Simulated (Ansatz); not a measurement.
Level of theory: DFT PBE, scalar-relativistic, plane waves, PAW in Ansatz 0.2.0. All cells share a 420 eV cutoff and Γ-centred k meshes spaced about 0.3 Å⁻¹ or finer (0.25 for metals, 2π included). No spin polarisation.

These are static total energies at zero pressure.

Compare these two cells of Hf₄C, each relaxed at this level.

1.

```
Hf C
1.0
     1.62146    0.93615   10.47306
    -1.62146    0.93615   10.47306
     0.00000   -1.87231   10.47306
Hf C
4 1
Direct
  0.37428 0.37428 0.37428
  0.79395 0.79395 0.79395
  0.20605 0.20605 0.20605
  0.62572 0.62572 0.62572
  0.00000 0.00000 0.00000
```

2.

```
Hf C
1.0
     1.62781    0.93982   10.42870
    -1.62781    0.93982   10.42870
     0.00000   -1.87963   10.42870
Hf C
4 1
Direct
  0.62626 0.62626 0.62626
  0.37374 0.37374 0.37374
  0.12740 0.12740 0.12740
  0.87260 0.87260 0.87260
  0.00000 0.00000 0.00000
```

Question: Which is lower in energy, and by how much?

Answer: Cell 2 is lower, by 14 meV/atom. Cell 1 has space group R-3m (No. 166), 19.1 Å³/atom and no gap on its mesh; cell 2 has space group R-3m (No. 166), 19.1 Å³/atom and no gap. In cell 1, Hf on its first site is surrounded by 3 C at 2.27 Å and 12 Hf at 3.18–3.30 Å; Hf on its second site has 12 Hf at 3.10–3.30 Å; around C lie 6 Hf at 2.27 Å. In cell 2, Hf on its first site is surrounded by 3 C at 2.27 Å and 12 Hf at 3.15–3.31 Å; Hf on its second site is surrounded by 12 Hf at 3.09–3.31 Å; C has 6 Hf at 2.27 Å. Both come from trial cells of a structure search, whose lowest cell (P-3m1, 18.9 Å³/atom) lies 17 meV/atom below the lower of the two.

For metals, differences of a few meV/atom aren't resolved. Spin–orbit coupling, which can matter for Hf, is left out. Cells relaxed within their symmetry can be saddle points. Some candidate types were left out of the draw beforehand, so a known form may be missing.
